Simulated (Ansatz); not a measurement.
Runs of Ansatz 0.2.0 on Au. The structure is cubic, space group Fm-3m (No. 225). Conventional cell: a = 4.070 Å, b = 4.070 Å, c = 4.070 Å, α = 90.00°, β = 90.00°, γ = 90.00°. Around Au (site symmetry m-3m) lie 12 Au at 2.88 Å. 

```csv
task,level,spin,cell,k mesh,smearing,points for each segment of the path,gap on the mesh (eV),pressure (GPa),relaxed volume (Å³/atom)
band structure,PBEsol,off,as given,11 × 11 × 11,fermi-dirac 0.05 eV,14,none,1.7,-
relaxation of cell and atoms,RPBE,off,relaxed,11 × 11 × 11,fermi-dirac 0.05 eV,-,-,0.0,18.49
single point,PBE,off,as given,11 × 11 × 11,gaussian 0.011 eV,-,none,10.8,-
band structure,revPBE,off,as given,11 × 11 × 11,fermi-dirac 0.05 eV,14,none,(a),-
band structure,RPBE,off,as given,11 × 11 × 11,fermi-dirac 0.05 eV,14,none,14.9,-
relaxation of cell and atoms,LDA,off,relaxed,11 × 11 × 11,fermi-dirac 0.05 eV,-,none,0.0,16.58
band structure,PBEsol,"SOC, no magnetisation",as given,8 × 8 × 8,fermi-dirac 0.05 eV,14,none,1.4,-
band structure,LDA,"SOC, no magnetisation",as given,8 × 8 × 8,fermi-dirac 0.05 eV,14,none,(c),-
band structure,PBE,"SOC, no magnetisation",as given,8 × 8 × 8,fermi-dirac 0.05 eV,14,none,(b),-
band structure,PBE,off,as given,11 × 11 × 11,fermi-dirac 0.05 eV,14,none,10.8,-
relaxation of cell and atoms,PBE,off,relaxed,11 × 11 × 11,fermi-dirac 0.05 eV,-,-,0.0,17.97
band structure,LDA,off,as given,11 × 11 × 11,fermi-dirac 0.05 eV,14,none,-3.1,-
```

Alike in all rows: potentials or basis Ansatz PAW; cutoff (eV) 420.

Q: Estimate the missing entries.

A: (a) 13.7; (b) 10.4; (c) -3.4.

Caveats: the PAW data sets come from PBE, with cores solved anew for the run's functional, which leaves a small shift of forces and pressure (some runs); spin-orbit coupling is left out, which moves the levels of the heavy elements (some runs); the plane-wave basis is chosen anew once the cell has moved, so the energies of steps on either side of that aren't comparable (some runs).

A k mesh can miss the band edges, and rows without SOC leave out spin-orbit coupling on Au.

A gap of «none» marks a metal or a gap under the smearing width.
